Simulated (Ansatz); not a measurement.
## HfO2: optical spectrum from first principles

What colour and refractive index does HfO2 have at this level of theory?

Main program and level: Ansatz 0.2.0; DFT, PBE, plane-wave PAW, default files, scalar-relativistic, independent-particle optical response without local fields.

### 1. Set-up

Symmetry: Fm-3m, No. 225, cubic system. The conventional cell has a = 5.115 Å, b = 5.115 Å, c = 5.115 Å, α = 90.00°, β = 90.00°, γ = 90.00°. Hf has 8 O at 2.21 Å nearest. Nearest to O lie 4 Hf at 2.21 Å. Farther neighbours and most contacts between anions are not listed.

### 2. Ground state and bands

The self-consistent density comes first; it also tells whether there is a gap, which decides the occupations and the need for a Drude term.

This step: DFT, PBE, plane-wave PAW, default files, scalar-relativistic, ground state (Ansatz 0.2.0).

input.yaml reads:

```yaml
crystal:
  lattice:
    - [0.0, 2.5575, 2.5575]
    - [2.5575, 0.0, 2.5575]
    - [2.5575, 2.5575, 0.0]
  atoms:
    - { symbol: Hf, position: [0.0, 0.0, 0.0] }
    - { symbol: O, position: [0.75, 0.75, 0.75] }
    - { symbol: O, position: [0.25, 0.25, 0.25] }
kpoints:
  mp_grid: { grid: [8, 8, 8] }
  band_path:
    path:
      - [[0.0, 0.0, 0.0], [0.5, 0.0, 0.5], [0.5, 0.25, 0.75], [0.375, 0.375, 0.75], [0.0, 0.0, 0.0], [0.5, 0.5, 0.5], [0.625, 0.25, 0.625], [0.5, 0.25, 0.75], [0.5, 0.5, 0.5], [0.375, 0.375, 0.75]]
      - [[0.625, 0.25, 0.625], [0.5, 0.0, 0.5]]
    npoints: 5
scf:
  occupations: { method: fermi_dirac, width: 0.05 }
  n_extra_bands: 7
hamiltonian:
  xc: pbe
  pseudopotentials: { kind: paw }
output:
  forces: true
  stress: true
  populations: true
  write_bands: true
```

On the command line:

```sh
> ansatz run input.yaml --threads 4 --pin off --max-ram 8192MiB --backend cpu --events-out ev --progress --plain --runs-dir out
```

Numbers of over 12 decimals in the logs are rounded to 6 here.

What it wrote:

```text
scf.n_extra_bands = 7 over 19 filled bands (N_el = 38.0): the run solves 26 bands
Engine: ansatz 0.2.0, aarch64-unknown-linux-gnu
Pseudopotentials: kind: paw
Pseudopotential: Hf, paw, valence charge 26, recommended cutoff 420 eV (normal), Hf.paw.azcp
Pseudopotential: O, paw, valence charge 6, recommended cutoff 420 eV (normal), O.paw.azcp
Functional definition: PBE
  parameter kappa = 0.804
  parameter beta = 0.066725
  exchange = pbe_x(kappa = kappa, mu = beta*pi^2/3)
  correlation = pbe_c(beta = beta)
Crystal: 3 atoms, lattice volume = 33.456 Å³
Basis set: ecut = 420 eV, 645 PW (Γ), exchange–correlation on 50×50×50 points (8 copies of the dense FFT grid, shifted against one another)
Bands: 26, of which v1, the nominal top of the filled ones, is band 19 counted from 1 (18 counted from 0)
Symmetry: 48 space group operations
Space group: Fm-3m (ITA 225), of the structure as read, at distance tolerance 3.2e-5 Å
k-points: 29 of 512
Non-local potential: Hf, projectors of the file, l = 0: 3, l = 1: 2, l = 2: 2, l = 3: 3
Non-local potential: O, projectors of the file, l = 0: 2, l = 1: 2, l = 2: 1
PAW form: soft (Blöchl's): semilocal exchange-correlation on the pseudo side does not see the compensation charge
PAW one-centre angular grid: Hf, 590 points (default); XC on 64 Gauss nodes
PAW one-centre angular grid: O, 110 points (default); XC on 64 Gauss nodes
Initial density: superposition of atomic densities (neutral atoms: chi_scale 0, normalization atom), corrected by the library's trained network
Initial wavefunctions: pseudopotential atomic-orbital guess
Functional: x = pbe(κ = 0.804, μ = 0.219515), c = pbe(β = 0.066725)
SCF iter   1: F=—  HF=-16861.406373 eV  |F-HF|=—  |Δ(HF+E_count)|=         —  Δρ=2.39e-3  dr2=1.38e-3  ethr=1.77e-3  ⟨swp⟩=4.9  Hψ=2756  notcnv=0  defer=9
preconditioner: auto → none  [insulator: Δε(μ)=3.739 eV  Ē_g=20.157 eV  σ=0.050 eV  W_gap=1.00  n_scr=14 (ndim 8)  ℏωp=38.5 eV  f_vac=0.066  D(μ)=0.00/eV (n_scr^D=0)  ε∞_Penn≈4.7]
SCF iter   2: F=—  HF=-16861.407247 eV  |F-HF|=—  |Δ(HF+E_count)|=   8.74e-4  Δρ=1.80e-3  dr2=7.79e-4  ethr=3.64e-6  ⟨swp⟩=2.0  Hψ=1442  notcnv=0  defer=29
SCF iter   3: F=—  HF=-16861.407146 eV  |F-HF|=—  |Δ(HF+E_count)|=   1.01e-4  Δρ=6.70e-4  dr2=5.59e-5  ethr=2.05e-6  ⟨swp⟩=2.3  Hψ=1010  notcnv=0  defer=29
SCF iter   4: F=—  HF=-16861.407421 eV  |F-HF|=—  |Δ(HF+E_count)|=   2.75e-4  Δρ=1.07e-4  dr2=3.24e-6  ethr=1.47e-7  ⟨swp⟩=2.0  Hψ=1231  notcnv=0  defer=29
SCF iter   5: F=—  HF=-16861.407421 eV  |F-HF|=—  |Δ(HF+E_count)|=   2.98e-7  Δρ=4.78e-5  dr2=4.90e-7  ethr=8.52e-9  ⟨swp⟩=2.4  Hψ=1008  notcnv=0  defer=29
SCF iter   6: F=-16861.407420 eV  HF=-16861.407420 eV  |F-HF|=5.82e-8  |Δ(HF+E_count)|=   3.87e-8  Δρ=8.98e-6  dr2=1.53e-8  ethr=2.63e-10  ⟨swp⟩=8.6  Hψ=3374  notcnv=0
SCF 1 converged in 6 iterations: F = -16861.407420 eV  dr2 = 1.53e-8
  greatest PAW one-centre occupation: 0.999 electrons in one spin orbital (limit 2), on the Hf atom at site 0 (counted from 0), in its partial waves of l = 3
NSCF: frozen V_eff on 52 k-points
SCF converged after 6 iterations
Free energy (F): -16861.407420 eV
Harris-Foulkes:  -16861.407420 eV  (|F-HF|=5.82e-8)
Internal energy: -16861.407420 eV  (E = F + TS)
E sigma→0 (E₀):  -16861.407420 eV
Fermi energy:    17.393790 eV
--- Per-component energies (eV) ---
  E_band       = 31.843113
  E_kinetic    = 769.827526
  E_local      = -5811.763970  (includes V_loc(G=0)·N_el)
  E_nonlocal   = -1147.596975
  E_hartree    = 2659.729611
  E_xc         = -447.325734
  E_vxc        = -454.251643  (∫ρ·V_xc dr)
  E_paw        = -7242.175675  (= ΣΔE_a)
  E_vpaw       = 1356.174310  (= ΣTr[D̂ρ^β])
  E_aug_tail   = 0.004955  (compensation charges beyond the density's cutoff)
  E_ewald      = -5642.107159
  E_smearing   = -0.000000  (= −TS)
  E_closure    = -0.000000  (closes the sum)
  Σ components = -16861.407420   (vs F -16861.407420, Δ=0.00e0)
--- Forces (eV/Å), atoms counted from 1 ---
  atom   1  Hf    -0.00000000     0.00000000     0.00000000
  atom   2  O     -0.00000000    -0.00000000     0.00000000
  atom   3  O     -0.00000000    -0.00000000    -0.00000000
  max |Σ_I F_I| component: 2.31e-18 eV/Å
--- Stress (GPa, compression-positive) ---
       -2.461296       0.000000       0.000000
        0.000000      -2.461296       0.000000
       -0.000000      -0.000000      -2.461296
  P = ⅓ Tr σ = -2.4613 GPa (-24.613 kbar)
--- Band table (eV; the first three rows and the last of 29) ---
  k-point 0: bands = [... 15 lower, 10.2960, 14.9189, 14.9189, 14.9189, 19.3477, 19.3477, 21.1024, 25.6338, ... 3 higher]
  k-point 1: bands = [... 15 lower, 10.7044, 14.4601, 14.6440, 14.6440, 19.6196, 19.6196, 21.7147, 24.9729, ... 3 higher]
  k-point 2: bands = [... 15 lower, 11.6508, 13.5537, 14.1357, 14.1357, 20.0281, 20.0281, 22.3825, 24.4685, ... 3 higher]
  k-point 28: bands = [... 15 lower, 12.9923, 12.9923, 14.1269, 15.3236, 20.2409, 20.5642, 22.3828, 22.3828, ... 3 higher]
--- Löwdin populations: 3 sites ---
  site symbol       q [e]
     0     Hf     24.5153
     1      O      6.6939
     2      O      6.6939
  spilling = 0.002550 (of n_electrons = 38.000000)
```

It took 1.2 s on 4 threads of Arm Neoverse V2, shared host; peak memory 0.32 GiB; 2.7 s of CPU time.

This step gave:

- free energy: -16861.4074 eV
- Fermi energy: 17.39 eV
- gap by band count: 3.720 eV
- electrons: 38
- symmetry operations: 48
- pressure: -2.461 GPa
- gap on the k-mesh: 3.720 eV
- volume: 33.46 Å³
- gap on the path: 3.720 eV
- least direct gap on the path: 3.720 eV

There is a gap, 3.72 eV on the path, so no carriers' term is needed. The cell is left with a pressure of -2.5 GPa, as it stands unrelaxed at this level.

Electronic bands along the path, in eV, zero at the Fermi level; v1 is the highest filled band, c1 the lowest empty one:

```
          point     v4     v3     v2     v1    c1    c2    c3    c4
              Γ  -7.10  -2.48  -2.48  -2.48  1.95  1.95  3.71  8.24
0.40 of the way  -5.58  -5.01  -2.49  -2.49  2.42  2.54  5.45  7.05
              X  -5.28  -3.40  -3.40  -1.87  1.85  3.51  4.54  6.07
0.60 of the way  -4.93  -3.83  -3.32  -2.00  2.40  3.39  4.68  5.49
              W  -4.40  -4.40  -3.27  -2.07  2.85  3.17  4.99  4.99
0.40 of the way  -4.72  -4.18  -3.23  -2.13  2.65  3.29  4.86  5.24
              K  -5.16  -4.08  -3.20  -2.20  2.37  3.43  4.83  5.45
0.40 of the way  -5.18  -4.41  -4.34  -2.55  2.40  3.19  5.22  5.96
              Γ  -7.10  -2.48  -2.48  -2.48  1.95  1.95  3.71  8.24
0.40 of the way  -6.15  -3.47  -3.06  -3.06  2.50  2.50  4.88  7.07
              L  -4.92  -4.54  -3.68  -3.68  2.65  2.65  4.88  7.06
0.40 of the way  -5.57  -3.86  -3.79  -3.27  2.60  2.90  4.88  6.39
              U  -5.16  -4.08  -3.20  -2.20  2.37  3.43  4.83  5.45
0.40 of the way  -4.90  -4.13  -3.21  -2.17  2.50  3.36  4.84  5.35
              W  -4.40  -4.40  -3.27  -2.07  2.85  3.17  4.99  4.99
0.40 of the way  -5.11  -4.17  -3.11  -2.84  2.67  3.10  4.93  5.71
              L  -4.92  -4.54  -3.68  -3.68  2.65  2.65  4.88  7.06
0.60 of the way  -5.54  -4.04  -3.29  -2.98  2.54  3.14  4.91  5.92
              K  -5.16  -4.08  -3.20  -2.20  2.37  3.43  4.83  5.45
      jump to U  -5.16  -4.08  -3.20  -2.20  2.37  3.43  4.83  5.45
0.40 of the way  -5.25  -3.66  -3.32  -1.97  2.13  3.48  4.62  5.73
              X  -5.28  -3.40  -3.40  -1.87  1.85  3.51  4.54  6.07
```

### 3. Spectrum

The spectrum is a sum over vertical transitions between filled and empty bands at the fixed density, so many empty bands are needed.

This step: DFT, PBE, plane-wave PAW, default files, scalar-relativistic, independent-particle optical response without local fields (Ansatz 0.2.0).

input.yaml, the sections that differ from step 2:

```yaml
kpoints:
  mp_grid: { grid: [8, 8, 8] }
scf:
  occupations: { method: fixed }
output:
  optics:
    e_range: [0, 14]
    de: 0.05
    sigma: 0.1
    nscf_kmesh: { grid: [8, 8, 8] }
    bands: { spectra_wanted_up_to: 14 }
# crystal, hamiltonian: as in step 2
```

What it wrote:

```text
[...]
Crystal: 3 atoms, lattice volume = 33.456 Å³
Basis set: ecut = 420 eV, 645 PW (Γ)
Bands: 23, of which v1, the nominal top of the filled ones, is band 19 counted from 1 (18 counted from 0)
Symmetry: 48 space group operations
[...]
k-points: 29 of 512
[...]
SCF iter   1: F=—  HF=-16861.406324 eV  |F-HF|=—  |Δ(HF+E_count)|=         —  Δρ=2.41e-3  dr2=1.41e-3  ethr=1.77e-3  ⟨swp⟩=4.0  Hψ=2166  notcnv=0  defer=58
[...]
SCF iter   9: F=-16861.407318 eV  HF=-16861.407318 eV  |F-HF|=3.64e-12  |Δ(HF+E_count)|=  6.18e-11  Δρ=1.91e-7  dr2=8.81e-12  ethr=1.00e-12  ⟨swp⟩=3.4  Hψ=2750  notcnv=0
SCF 1 converged in 9 iterations: F = -16861.407318 eV  dr2 = 8.81e-12
[...]
NSCF: frozen V_eff on 29 k-points
output.optics: what the bands over the 33 summed would add to eps1, eps2 and the energy-loss function is held between a lower and an upper bound (8 Lanczos steps). eps1, eps2 and their loss function (loss_summed_bands) are given on every row as the summed bands alone make them. Along an axis, on a row where the two bounds hold the loss function to about 1 % of the greater of itself and 0.5 % of |1/eps|, its cell (loss_completed) is given, with the completed eps1 and eps2 that it is formed of (a cell that is left empty reads nan in the table and null in the record). The two bounds hold it so along every axis on all 281 rows up to 14.000 eV. [rest of the remark cut]
SCF converged after 9 iterations
Free energy (F): -16861.407318 eV
[...]
Internal energy: -16861.407318 eV  (E = F + TS)
E sigma→0 (E₀):  -16861.407318 eV
Fermi energy:    15.524900 eV
[...]
--- Band table (eV; the first three rows and the last of 29) ---
  k-point 0: bands = [... 15 lower, 10.2960, 14.9190, 14.9190, 14.9190, 19.3479, 19.3479, 21.1024, 25.6339]
  k-point 1: bands = [... 15 lower, 10.7044, 14.4602, 14.6441, 14.6441, 19.6197, 19.6197, 21.7148, 24.9729]
  k-point 2: bands = [... 15 lower, 11.6508, 13.5537, 14.1358, 14.1358, 20.0282, 20.0282, 22.3826, 24.4686]
  k-point 28: bands = [... 15 lower, 12.9923, 12.9923, 14.1269, 15.3237, 20.2411, 20.5643, 22.3828, 22.3828]
```

Wall time 5.5 s (4 threads); peak memory 0.67 GiB; 19 s of CPU time.

Read-outs, printed or worked out from the files:

```
electronic dielectric constant ε∞, mean over x, y and z (by symmetry where fewer were run) : 5.493
absorption onset, first axis (α over 10⁴ cm⁻¹, or the direct gap if that lies higher)      : 4.352 eV
main peak of Im epsilon, first axis                                                        : 9.102 eV
least direct gap on the mesh                                                               : 3.720 eV
bands summed                                                                               : 33
spectra valid up to                                                                        : 23.73 eV
program's estimate of the k-sum error in Im epsilon                                        : 0.11 %
electrons in the f-sum                                                                     : 17.55
```

The Im ε, any direction by photon energy; read off at these points:

photon energy (eV), Im ε, any direction and a bar:
```
     3.50        0.0 
     4.00        0.0 
     4.50        1.1 ###
     5.00        4.0 ##########
     5.15        4.8 ############
     5.50        3.3 #########
     6.00        3.5 #########
     6.50        5.7 ###############
     7.00        5.9 ###############
     7.50        8.6 ######################
     7.85       10.1 ##########################
     8.00        9.2 ########################
     8.50       10.2 ##########################
     8.60       10.5 ###########################
     9.00       10.2 ##########################
     9.10       11.6 ##############################
     9.50        6.7 #################
    10.00        4.5 ###########
    10.50        3.8 ##########
    11.00        3.5 #########
    11.40        4.6 ############
    11.50        4.4 ###########
    12.00        2.5 ######
    12.50        1.5 ####
    13.00        1.1 ###
    13.50        1.3 ###
    14.00        1.3 ###
```

The Re ε, any direction by photon energy:

```
photon energy (eV)  Re ε, any direction
               0.0                 5.49
               0.5                 5.51
               1.0                 5.56
               1.5                 5.66
               2.0                 5.80
               2.5                 6.01
               3.0                 6.30
               3.5                 6.75
               4.0                 7.53
               4.5                 9.73
               5.0                 8.90
               5.5                 7.04
               6.0                 7.85
               6.5                 8.07
               7.0                 7.35
               7.5                 6.93
               8.0                 4.16
               8.5                 3.26
               9.0                 1.43
               9.5                -3.03
              10.0                -2.05
              10.5                -1.03
              11.0               -0.931
              11.5                -1.52
              12.0                -1.98
              12.5                -1.18
              13.0               -0.759
              13.5                0.159
              14.0               0.0557
```

The loss function −Im 1/ε at q → 0, any direction has structure finer than the step of the table below, so its rows give means over 0.5 eV, whole bins alone (the curve runs from 0 to 14 eV). Peaks (eV: height): 13.20: 1.12.

Loss function −Im 1/ε at q → 0, any direction against energy loss; means over each step:

```
energy loss (eV)  loss function −Im 1/ε at q → 0, any direction
             4.0                                         8.9e-5
             4.5                                         0.0123
             5.0                                         0.0438
             5.5                                         0.0563
             6.0                                         0.0490
             6.5                                         0.0574
             7.0                                         0.0649
             7.5                                         0.0684
             8.0                                         0.0867
             8.5                                         0.0924
             9.0                                         0.0966
             9.5                                          0.126
            10.0                                          0.188
            10.5                                          0.242
            11.0                                          0.270
            11.5                                          0.219
            12.0                                          0.256
            12.5                                          0.418
            13.0                                          0.748
            13.5                                          0.774
```

[end of part 1 of 2]

[Logs are printed without paths, hosts, clocks, repeated set-up lines and the standing remarks that a program may print on its own settings, such as how far it seeks lower states.]

[Hosts, paths, dates, database ids (printed as entryN), source tags and the programs' standing remarks are cut or masked in the printed files.]
